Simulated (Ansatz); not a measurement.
A relaxation computed with Ansatz, from input to last step.

```yaml
crystal:
  lattice:
    - [0.0, 3.1955, 3.1955]
    - [3.1955, 0.0, 3.1955]
    - [3.1955, 3.1955, 0.0]
  atoms:
    - { symbol: Mg, position: [0.25, 0.25, 0.25] }
    - { symbol: Mg, position: [0.75, 0.75, 0.75] }
    - { symbol: Si, position: [0.0, 0.0, 0.0] }
basis:
  ecutwfc: 420
kpoints:
  mp_grid: { grid: [10, 10, 10] }
hamiltonian:
  xc: pbe
scf:
  occupations: { method: gaussian, width: 0.01 }
output:
  forces: true
  stress: true
  eigenvalues: true
  write_density: true
  write_potential: true
  elf: true
  volumetric_format: npy
relax:
  adjacent_minimum: "off"
  f_tol: 0.005
  max_steps: 80
  cell: { stress_tol: 0.05 }
```

```bash
ansatz run input.yaml --threads 1 --pin off --max-ram 2560MiB --backend cpu --events-out ev --progress --plain --runs-dir out
```

Method: DFT PBE, scalar-relativistic, plane waves, PAW in Ansatz.

Of 4 frames 3 are shown, positions in Å and forces in eV/Å; the SCF threshold varies from step to step. Steps run on the plane waves of an earlier cell, with a Pulay correction in the pressure. The basis is chosen afresh for the last frame, the zero of the energies, and at times for earlier ones too; energy and pressure step there, also at an unchanged geometry.

```xyz
3
Lattice="0.0000 3.1955 3.1955 3.1955 0.0000 3.1955 3.1955 3.1955 0.0000" Properties=species:S:1:pos:R:3:forces:R:3 pbc="T T T" step=1 free_energy_over_end_meV_per_atom=0.54 pressure_GPa=-0.65
Mg    1.5978    1.5978    1.5978    0.0000    0.0000    0.0000
Mg    4.7932    4.7932    4.7932    0.0000    0.0000    0.0000
Si    0.0000    0.0000    0.0000    0.0000    0.0000    0.0000
3
Lattice="0.0000 3.1793 3.1793 3.1793 0.0000 3.1793 3.1793 3.1793 0.0000" Properties=species:S:1:pos:R:3:forces:R:3 pbc="T T T" step=2 free_energy_over_end_meV_per_atom=0.01 pressure_GPa=0.16
Mg    1.5897    1.5897    1.5897    0.0000    0.0000    0.0000
Mg    4.7690    4.7690    4.7690    0.0000    0.0000    0.0000
Si    0.0000    0.0000    0.0000    0.0000    0.0000    0.0000
3
Lattice="0.0000 3.1825 3.1825 3.1825 0.0000 3.1825 3.1825 3.1825 0.0000" Properties=species:S:1:pos:R:3:forces:R:3 pbc="T T T" step=4 free_energy_over_end_meV_per_atom=0.00 pressure_GPa=0.00
Mg    1.5912    1.5912    1.5912    0.0000    0.0000    0.0000
Mg    4.7737    4.7737    4.7737    0.0000    0.0000    0.0000
Si    0.0000    0.0000    0.0000    0.0000    0.0000    0.0000
```

It took 12 s on 1 thread of Intel(R) Xeon(R) Platinum 8488C (Sapphire Rapids), on a shared host, peak memory 0.4 GiB.